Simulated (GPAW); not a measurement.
# MoS2 (P6_3/mmc) in GPAW: single point with PBE

Aim: the single point of MoS2 with PBE.

Everything below comes from runs of GPAW 26.7.0. Logs are shortened: lines on timing, memory, paths and dates and some standing lists are left out, and cuts for length are marked. The log counts tension as positive stress, the text compression.

**Experimental background.**

From “Multiwavelength excitation Raman Scattering Analysis of bulk and 2 dimensional MoS2: Vibrational properties of atomically thin MoS2 layers”, 2015, arxiv:1506.03228, for a bulk crystal of MoS2 at 300 K: band gap 1.3 eV (indirect).

How close the calculation comes is told below.

**1. Starting point**

It takes space group P6_3/mmc (No. 194, hexagonal). The conventional cell has a = 3.169 Å, b = 3.169 Å, c = 12.324 Å, α = 90.00°, β = 90.00°, γ = 120.00°. Mo (site symmetry -6m2) is surrounded by 6 S at 2.41 Å. Around S (site symmetry 3m) lie 3 Mo at 2.41 Å.

**2. Single point, PBE**

run.py reads:

```python
from ase import Atoms
from ase.dft.bandgap import bandgap
from ase.io import write
from ase.units import GPa
from gpaw import GPAW, PW

atoms = Atoms(['Mo', 'Mo', 'S', 'S', 'S', 'S'],
              cell=[[3.169, 0.0, 0.0],
                    [-1.5845, 2.7444345046, 0.0],
                    [0.0, 0.0, 12.324]],
              scaled_positions=[[0.6666666667, 0.3333333333, 0.75],
                                [0.3333333333, 0.6666666667, 0.25],
                                [0.6666666667, 0.3333333333, 0.377],
                                [0.3333333333, 0.6666666667, 0.877],
                                [0.6666666667, 0.3333333333, 0.123],
                                [0.3333333333, 0.6666666667, 0.623]],
              pbc=True)

calc = GPAW(mode=PW(450),
            xc='PBE',
            kpts={'size': (8, 8, 2), 'gamma': True},
            occupations={'name': 'fermi-dirac', 'width': 0.05},
            nbands=46,
            maxiter=120,
            txt='gpaw.txt')
atoms.calc = calc
energy = atoms.get_potential_energy()
forces = atoms.get_forces()
stress = atoms.get_stress()
calc.write('gs.gpw')
write('result.traj', atoms)
print(f'Energy: {energy:.6f} eV')
print('Forces (eV/A):')
print(forces.round(4))
print('Stress (GPa):', (stress / GPa).round(3))
print('Fermi level:', round(calc.get_fermi_level(), 4), 'eV')
print(f'Gap: {bandgap(calc)[0]:.4f} eV, direct: {bandgap(calc, direct=True)[0]:.4f} eV')
```

Potentials or basis: GPAW PAW data sets (gpaw-data 1.2.1), pw.

Command:

```console
OMP_NUM_THREADS=1 python run.py
```

gpaw.txt:

```text
__  _  _
 | _ |_)|_||  |
 |__||  | ||/\| - 26.7.0

Input parameters:
  mode=PW(ecut=450.00000000000006),
  kpts=MonkhorstPack(size=(8, 8, 2), gamma=True),
  maxiter=120,
  nbands=46,
  occupations=Occupations(name='fermi-dirac', width=0.05),
  xc=XC(name='PBE')

Diagonalizing LCAO Hamiltonian
Converting LCAO to pw mode

        S

           Mo
        S

           S
        Mo

           S

Atoms  # Å, Bohr magnetons
|   | symbol |         x |        y |         z |    initial magnetic moments |
|---|--------|-----------|----------|-----------|-----------------------------|
| 0 |     Mo |  1.584500 | 0.914812 |  9.243000 | ( 0.0000,  0.0000,  0.0000) |
| 1 |     Mo | -0.000000 | 1.829623 |  3.081000 | ( 0.0000,  0.0000,  0.0000) |
| 2 |      S |  1.584500 | 0.914812 |  4.646148 | ( 0.0000,  0.0000,  0.0000) |
| 3 |      S | -0.000000 | 1.829623 | 10.808148 | ( 0.0000,  0.0000,  0.0000) |
| 4 |      S |  1.584500 | 0.914812 |  1.515852 | ( 0.0000,  0.0000,  0.0000) |
| 5 |      S | -0.000000 | 1.829623 |  7.677852 | ( 0.0000,  0.0000,  0.0000) |

Unit cell  # Å
| periodic |         x |        y |         z |   lengths |     angles |
|----------|-----------|----------|-----------|-----------|------------|
|      yes |  3.169000 | 0.000000 |  0.000000 |  3.169000 |  90.000000 |
|      yes | -1.584500 | 2.744435 |  0.000000 |  3.169000 |  90.000000 |
|      yes |  0.000000 | 0.000000 | 12.324000 | 12.324000 | 120.000000 |

Number of symmetries: 12
Symmetry operations  # r_c * U_cc + t_c -> r_c
|    | kind |            matrix            |
|----|------|------------------------------|
|  0 |  σ   |  1, 1, 0,  0,-1, 0,  0, 0, 1 |
|  1 |  S6  |  1, 1, 0, -1, 0, 0,  0, 0,-1 |
|  2 |  E   |  1, 0, 0,  0, 1, 0,  0, 0, 1 |
|  3 |  C2  |  1, 0, 0, -1,-1, 0,  0, 0,-1 |
|  4 |  C2  |  0, 1, 0,  1, 0, 0,  0, 0,-1 |
|  5 |  C3  |  0, 1, 0, -1,-1, 0,  0, 0, 1 |
|  6 |  S6  |  0,-1, 0,  1, 1, 0,  0, 0,-1 |
|  7 |  σ   |  0,-1, 0, -1, 0, 0,  0, 0, 1 |
|  8 |  σ   | -1, 0, 0,  1, 1, 0,  0, 0, 1 |
|  9 |  i   | -1, 0, 0,  0,-1, 0,  0, 0,-1 |
| 10 |  C3  | -1,-1, 0,  1, 0, 0,  0, 0, 1 |
| 11 |  C2  | -1,-1, 0,  0, 1, 0,  0, 0,-1 |

BZ-sampling:
  Number of BZ points: 128
  Number of IBZ points: 20

  Monkhorst-Pack size: [8, 8, 2]
  Monkhorst-Pack shift: [0.0625, 0.0625, 0.25]

K-points  # in reciprocal-cell coordinates
|     |                                coordinates |     weight |
|-----|--------------------------------------------|------------|
|   0 | (  0.00000000,   0.00000000,   0.00000000) | 0.00781250 |
|   1 | (  0.00000000,   0.00000000,   0.50000000) | 0.00781250 |
|   2 | (  0.12500000,   0.00000000,   0.00000000) | 0.04687500 |
|   3 | (  0.12500000,   0.00000000,   0.50000000) | 0.04687500 |
|   4 | (  0.25000000,  -0.12500000,   0.00000000) | 0.04687500 |
|   5 | (  0.25000000,  -0.12500000,   0.50000000) | 0.04687500 |
|   6 | (  0.25000000,   0.00000000,   0.00000000) | 0.04687500 |
|   7 | (  0.25000000,   0.00000000,   0.50000000) | 0.04687500 |
|   8 | (  0.37500000,  -0.12500000,   0.00000000) | 0.09375000 |
|   9 | (  0.37500000,  -0.12500000,   0.50000000) | 0.09375000 |
| ... |                                            |            |
|  19 | (  0.50000000,   0.50000000,   0.50000000) | 0.02343750 |

Plane wave coefficients: 2382
Cutoff: 450.00000000000006 eV

Spin-components: 1 (collinear spins)
Bands:           46
Projectors:      32
Spin-degeneracy: 2
Datatype:        complex128

Parallelization:
  kpt:    1
  domain: 1
  band:   1

Density:
  Valence electrons: 52.0
  Components: 1
  Grid points: [16 16 63]
  Charge: 0.0  # |e|

Potential:
  Grid points: [16 16 63]

species:
  Mo:
    name:    Molybdenum
    Z:       42.0
    valence: 14
    core:    28
    charge:  0.0  # [|e|]
    compensation charges:
      type: gauss
      rc: 0.38  # [Å]
      lmax: 2
    cutoffs:
      filter: 2.16  # [Å]
      core: 1.42  # [Å]
    projectors
    | kind |    occ | energy [eV] | rcut [Å] |
    |------|--------|-------------|----------|
    |   4s |  2.000 |     -64.307 |    1.238 |
    |   5s |  1.000 |      -4.084 |    1.238 |
    |   4p |  6.000 |     -38.491 |    1.296 |
    |   5p |  0.000 |      -1.044 |    1.296 |
    |   4d |  5.000 |      -3.754 |    1.296 |
    |    d |        |      23.458 |    1.296 |

    Using partial waves for Mo as LCAO basis

  S:
    name:    Sulfur
    Z:       16.0
    valence: 6
    core:    10
    charge:  0.0  # [|e|]
    compensation charges:
      type: gauss
      rc: 0.24  # [Å]
      lmax: 2
    cutoffs:
      filter: 1.77  # [Å]
      core: 1.66  # [Å]
    projectors
    | kind |    occ | energy [eV] | rcut [Å] |
    |------|--------|-------------|----------|
    |   3s |  2.000 |     -17.254 |    0.974 |
    |   3p |  4.000 |      -7.008 |    0.979 |
    |    s |        |       9.957 |    0.974 |
    |    p |        |      20.203 |    0.979 |
    |    d |        |       0.000 |    0.900 |

    Using partial waves for S as LCAO basis

Reference energy: -263698.624853  # eV

eigensolver:
  PPCG
  Converge bands: occupied
  niter=2

density mixing:
  MSR1-Mixer
  Pratt-step length: 0.05
  Maximum mixing coefficient: 0.75
  Old densities: 10
  SVD Regularization: 0.005
  Good broyden scale: 1.0
  Trust region scale: 1.0
  Backstep threshold: 4.0
  History deletion threshold: 6.0
  Fourier metric: weight=20.0, sigma=0.015

occupation numbers:
  Fermi-Dirac:
    width: 0.0500  # eV

poisson solver:
  ecut: 3600.0000000000005  # eV

xc functional:
  name: PBE with 2 nearest neighbor stencil

convergence criteria:
- Maximum [total energy] change in last 3 cyles: 0.0005 eV / valence electron
- Maximum integral of absolute [dens]ity change: 0.0001 electrons / valence electron
- Maximum integral of absolute [eigenst]ate change: 4e-08 eV^2 / valence electron
maximum number of iterations: 120

SCF iterations
|iter     | |      energy | eigst |  dens |
|---------|-|-------------|-------|-------|
|iter:   1| |  -47.141017 | +0.50 |       |
|iter:   2| |  -46.287031 | -1.16 | -0.98 |
|iter:   3| |  -44.237378 | -1.13 | -1.05 |
|iter:   4| |  -44.121732 | -1.97 | -1.46 |
|iter:   5| |  -44.123695 | -2.58 | -1.77 |
|iter:   6| |  -44.116751c| -3.08 | -2.04 |
|iter:   7| |  -44.111566c| -4.05 | -2.53 |
|iter:   8| |  -44.111467c| -5.31 | -3.06 |
|iter:   9| |  -44.111477c| -6.23 | -3.56 |
|iter:  10| |  -44.111477c| -7.59c| -4.39c|

Converged in 10 steps
Energy contributions relative to reference atoms: (reference = -263698.624853)

Energy contributions:
  Kinetic:          -1.049345
  Coulomb:         -11.100268
  Zero:             -0.353014
  External:          0.000000
  Xc:              -31.608847
  Entropy:          -0.000004
  Spinorbit:         0.000000
  ----------------------------
  Free energy:     -44.111479
  Extrapolated:    -44.111477

dipole moment: (0.000001, 0.000002, 0.000007)  # |e|*Ang

Fermi level: 8.592
Eigenvalues  # (at kpt = [0.000, 0.000, 0.000])
| band index |      eig [eV] | occ [0-2] |
|------------|---------------|-----------|
|          0 |       -53.401 |     2.000 |
|        ... |               |           |
|         18 |         4.937 |     2.000 |
|         19 |         6.019 |     2.000 |
|         20 |         6.019 |     2.000 |
|         21 |         6.065 |     2.000 |
|         22 |         6.065 |     2.000 |
|         23 |         6.993 |     2.000 |
|         24 |         7.029 |     2.000 |
|         25 |         8.169 |     2.000 |
|         26 |        10.263 |     0.000 |
|         27 |        10.263 |     0.000 |
|         28 |        10.292 |     0.000 |
|         29 |        10.292 |     0.000 |
|         30 |        10.429 |     0.000 |
|         31 |        10.429 |     0.000 |
|         32 |        10.600 |     0.000 |
|         33 |        10.600 |     0.000 |
|        ... |               |           |
|         45 |        20.564 |     0.000 |

Gap: 0.973 eV
Transition (v -> c):
  (s=0, k=0, n=25, [0.00, 0.00, 0.00]) -> (s=0, k=8, n=26, [0.38, -0.12, 0.00])
Direct/indirect transitions are different
Direct gap: 1.911 eV
Transition at: (s=0, k=12, n=25, [0.38, 0.38, 0.00])

Forces  # eV/Ang
|        x |        y |        z |
|----------|----------|----------|
|  0.00000 | -0.00000 | -0.00037 |  # Mo   0
|  0.00000 |  0.00000 |  0.00037 |  # Mo   1
|  0.00000 |  0.00000 | -0.05663 |  # S    2
| -0.00000 |  0.00000 | -0.05509 |  # S    3
|  0.00000 | -0.00000 |  0.05509 |  # S    4
|  0.00000 |  0.00000 |  0.05663 |  # S    5

Stress tensor  # eV/Ang^3
|         x |         y |         z |
|-----------|-----------|-----------|
| -0.010089 |  0.000000 |  0.000000 |
| -0.000000 | -0.010089 |  0.000000 |
|  0.000000 |  0.000000 | -0.012876 |

# Writing to gs.gpw (mode='')
```

It took 40 s on 1 thread of Arm Neoverse V1, shared host; peak memory 0.2 GiB.

What came out:

```yaml
Free_energy: -44.1115 eV
Pressure: 1.8 GPa
Largest_force: 0.057 eV/Å
Band_gap_on_the_k_mesh: 0.97 eV, indirect (least direct gap 1.91 eV)
```

Forces in eV/Å, atoms in the order of the input:
```
Mo   0.000  0.000  0.000
Mo   0.000  0.000  0.000
S    0.000  0.000 -0.057
S    0.000  0.000 -0.055
S    0.000  0.000  0.055
S    0.000  0.000  0.057
```

Levels at points of the mesh, in eV from the valence-band top:
```
           k point  band 22  band 23  band 24  band 25  band 26  band 27  band 28  band 29  band 30  band 31
(0.00, 0.00, 0.00)    -2.10    -2.10    -1.18    -1.14     0.00     2.09     2.09     2.12     2.12     2.26
(0.00, 0.00, 0.50)    -2.13    -2.13    -2.13    -0.26    -0.26     2.10     2.10     2.10     2.10     2.35
(0.50, 0.50, 0.00)    -2.46    -1.72    -1.52    -1.39    -1.27     1.57     1.62     1.97     2.23     2.83
(0.50, 0.50, 0.50)    -2.60    -1.62    -1.62    -1.32    -1.32     1.59     1.59     2.11     2.11     3.20
```

Caveat: the cutoff is short for stress and forces, so pressures can be off by a GPa or more; this functional lacks dispersion, which binds the layers, so the pressure and a relaxed spacing across them are unreliable.

**3. Against experiment**

Step 2. Against the measured gap of MoS2, 1.3 eV (indirect; 300 K; “Multiwavelength excitation Raman Scattering Analysis of bulk and 2 dimensional MoS2: Vibrational properties of atomically thin MoS2 layers”, 2015, arxiv:1506.03228), the calculated 0.97 eV is off by -0.33 eV. Spin-orbit coupling on Mo is left out. The value is that of PBE on a finite k mesh, which can miss the band edges, without temperature or zero-point motion. Semilocal functionals fall short of measured gaps as a rule.
